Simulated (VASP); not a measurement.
Computed with PBEsol GGA, VASP's PBE PAW potentials (set 64) (plane waves; VASP 6.6.1).

A VASP calculation is set up with these files.

INCAR:
```
! general
SYSTEM =MgF2
PREC   =Accurate
ENCUT  =620
LREAL  =F
LASPH  =T

! electronic loop
EDIFF  =1E-6
NELM   =100
ALGO   =Normal

! smearing
ISMEAR =0
SIGMA  =0.05

! functional
GGA    =PS

! ions
IBRION =2
NSW    =40
ISIF   =3
EDIFFG =-0.02
PSTRESS=200

! output
LWAVE  =F
LCHARG =F
```

File KPOINTS:
```
Automatic mesh
0
Gamma
5 5 8
0 0 0
```

### POSCAR
```
MgF2
1
    4.3927326673    -0.0000000000     0.0000000000
    0.0000000000     4.3927326673     0.0000000000
    0.0000000000     0.0000000000     2.9270464163
Mg F
2 4
Direct
  0.0000000000   0.0000000000   1.0000000000
  0.5000000000   0.5000000000   0.5000000000
  0.3014089898   0.3014089898   0.0000000000
  0.8014089898   0.1985910102   0.5000000000
  0.1985910102   0.8014089898   0.5000000000
  0.6985910102   0.6985910102   0.0000000000
```

POTCAR, in this order: Mg F (PBE.64 set). Program: vasp_std.

The resulting files:

OUTCAR:
```
 ion  position               nearest neighbor table
   1  0.000  0.000  0.000-   3 1.87   6 1.87   5 1.91   4 1.91   4 1.91   5 1.91   2 3.43   2 3.43
                             2 3.43   2 3.43   2 3.43   2 3.43   2 3.43   2 3.43
   2  0.500  0.500  0.500-   4 1.87   5 1.87   3 1.91   6 1.91   3 1.91   6 1.91   1 3.43   1 3.43
                             1 3.43   1 3.43   1 3.43   1 3.43   1 3.43   1 3.43
   3  0.301  0.301  0.000-   1 1.87   2 1.91   2 1.91
   4  0.801  0.199  0.500-   2 1.87   1 1.91   1 1.91
   5  0.199  0.801  0.500-   2 1.87   1 1.91   1 1.91
   6  0.699  0.699  0.000-   1 1.87   2 1.91   2 1.91
  LATTYP: Found a simple tetragonal cell.
 ALAT       =     4.3927326673
 C/A-ratio  =     0.6663383907
 Subroutine PRICEL returns:
 Original cell was already a primitive cell.
 Subroutine GETGRP returns: Found 16 space group operations
The static configuration has the point symmetry D_2h.
 The point group associated with its full space group is D_4h.
The dynamic configuration has the point symmetry D_2h.
 Subroutine INISYM returns: Found 16 space group operations
 Subroutine IBZKPT returns following result:
 Found     30 irreducible k-points:

 Following reciprocal coordinates:
            Coordinates               Weight
  0.000000  0.000000  0.000000      1.000000
  0.200000  0.000000  0.000000      4.000000
  0.400000  0.000000  0.000000      4.000000
  0.200000  0.200000  0.000000      4.000000
  0.400000  0.200000  0.000000      8.000000
  0.400000  0.400000  0.000000      4.000000
  0.000000  0.000000  0.125000      2.000000
  0.200000  0.000000  0.125000      8.000000
  0.400000  0.000000  0.125000      8.000000
  0.200000  0.200000  0.125000      8.000000
  0.400000  0.200000  0.125000     16.000000
  0.400000  0.400000  0.125000      8.000000
  0.000000  0.000000  0.250000      2.000000
  0.200000  0.000000  0.250000      8.000000
  0.400000  0.000000  0.250000      8.000000
  0.200000  0.200000  0.250000      8.000000
  0.400000  0.200000  0.250000     16.000000
  0.400000  0.400000  0.250000      8.000000
  0.000000  0.000000  0.375000      2.000000
  0.200000  0.000000  0.375000      8.000000
  0.400000  0.000000  0.375000      8.000000
  0.200000  0.200000  0.375000      8.000000
  0.400000  0.200000  0.375000     16.000000
  0.400000  0.400000  0.375000      8.000000
  0.000000  0.000000  0.500000      1.000000
  0.200000  0.000000  0.500000      4.000000
  0.400000  0.000000  0.500000      4.000000
  0.200000  0.200000  0.500000      4.000000
  0.400000  0.200000  0.500000      8.000000
  0.400000  0.400000  0.500000      4.000000
   k-points           NKPTS =     30   k-points in BZ     NKDIM =     30   number of bands    NBANDS=     20
   number of dos      NEDOS =    301   number of ions     NIONS =      6
   total plane-waves  NPLWV =  31104
   dimension x,y,z NGX =    36 NGY =   36 NGZ =   24
   dimension x,y,z NGXF=    72 NGYF=   72 NGZF=   48
   ions per type =               2   4
   PREC   = accura    normal or accurate (medium, high low for compatibility)
   ISTART =      0    job   : 0-new  1-cont  2-samecut
   ICHARG =      2    charge: 1-file 2-atom 10-const
   ISPIN  =      1    spin polarized calculation?
   LNONCOLLINEAR =      F non collinear calculations
   LSORBIT =      F    spin-orbit coupling
   INIWAV =      1    electr: 0-lowe 1-rand  2-diag
   ENCUT  =  620.0 eV  45.57 Ry    6.75 a.u.   8.92  8.92  5.94*2*pi/ulx,y,z
   NELM   =    100;   NELMIN=  2; NELMDL= -5     # of ELM steps
   EDIFF  = 0.1E-05   stopping-criterion for ELM
   LREAL  =      F    real-space projection
   NLSPLINE    = F    spline interpolate recip. space projectors
   LMAXMIX     =    2 max onsite mixed and CHGCAR
   VOSKOWN=      0    Vosko Wilk Nusair interpolation
   EDIFFG = -.2E-01   stopping-criterion for IOM
...
```

File OSZICAR:
```
       N       E                     dE             d eps       ncg     rms          rms(c)
DAV:   1     0.220024387936E+03    0.22002E+03   -0.20596E+04  1240   0.176E+03
DAV:   2    -0.242941741622E+02   -0.24432E+03   -0.23588E+03  1540   0.372E+02
DAV:   3    -0.342215872911E+02   -0.99274E+01   -0.99108E+01  1408   0.763E+01
DAV:   4    -0.342862914965E+02   -0.64704E-01   -0.64690E-01  1396   0.690E+00
DAV:   5    -0.342866395964E+02   -0.34810E-03   -0.34809E-03  1368   0.519E-01    0.925E+00
DAV:   6    -0.320783195493E+02    0.22083E+01   -0.86076E+00  1368   0.233E+01    0.285E+00
DAV:   7    -0.320754301966E+02    0.28894E-02   -0.12028E-01  1304   0.248E+00    0.181E+00
DAV:   8    -0.320903444369E+02   -0.14914E-01   -0.31794E-02  1328   0.233E+00    0.175E-01
DAV:   9    -0.320905775233E+02   -0.23309E-03   -0.29327E-03  1416   0.430E-01    0.659E-02
DAV:  10    -0.320907550024E+02   -0.17748E-03   -0.16180E-04  1316   0.117E-01    0.132E-02
DAV:  11    -0.320907544161E+02    0.58627E-06   -0.19170E-05  1392   0.364E-02    0.375E-03
DAV:  12    -0.320907545636E+02   -0.14750E-06   -0.27453E-06  1092   0.142E-02
   1 F= -.25040276E+02 E0= -.25040276E+02  d E =-.250403E+02
```

File OUTCAR:
```
------------------------ aborting loop because EDIFF is reached ----------------------------------------
  FORCE on cell =-STRESS in cart. coord.  units (eV):
  Direction    XX          YY          ZZ          XY          YZ          ZX
  --------------------------------------------------------------------------------------
  Total        7.1170071      7.1170071      7.1698558      0.0000000      0.0000000      0.0000000
  in kB      201.8872191    201.8872191    203.3863716      0.0000000      0.0000000      0.0000000
  external PRESSURE =       2.3869366 kB  Pullay stress =     200.0000000 kB
  volume of cell :       56.48
      direct lattice vectors                 reciprocal lattice vectors
     4.392732667  0.000000000  0.000000000     0.227648727  0.000000000  0.000000000
     0.000000000  4.392732667  0.000000000     0.000000000  0.227648727  0.000000000
     0.000000000  0.000000000  2.927046416     0.000000000  0.000000000  0.341641320
 POSITION                                       TOTAL-FORCE (eV/Angst)
 -----------------------------------------------------------------------------------
      0.00000      0.00000      0.00000         0.000000      0.000000      0.000000
      2.19637      2.19637      1.46352         0.000000      0.000000      0.000000
      1.32401      1.32401      0.00000         0.007001      0.007001      0.000000
      3.52038      0.87236      1.46352         0.007001     -0.007001      0.000000
      0.87236      3.52038      1.46352        -0.007001      0.007001      0.000000
      3.06872      3.06872      0.00000        -0.007001     -0.007001      0.000000
 -----------------------------------------------------------------------------------
    total drift:                                0.000000      0.000000      0.000000
  FREE ENERGIE OF THE ION-ELECTRON SYSTEM (eV)
  ---------------------------------------------------
  free  energy   TOTEN  =       -32.0907545636 eV

  energy  without entropy=      -32.0907545636  energy(sigma->0) =      -32.09075456
  enthalpy is  TOTEN    =       -25.0402764256 eV   P V=        7.0504781380

 reached required accuracy - stopping structural energy minimisation
```
(Selected blocks of OUTCAR.)

The compound is MgF2 in the rutile structure. It was relaxed first under an external pressure of 20 GPa.
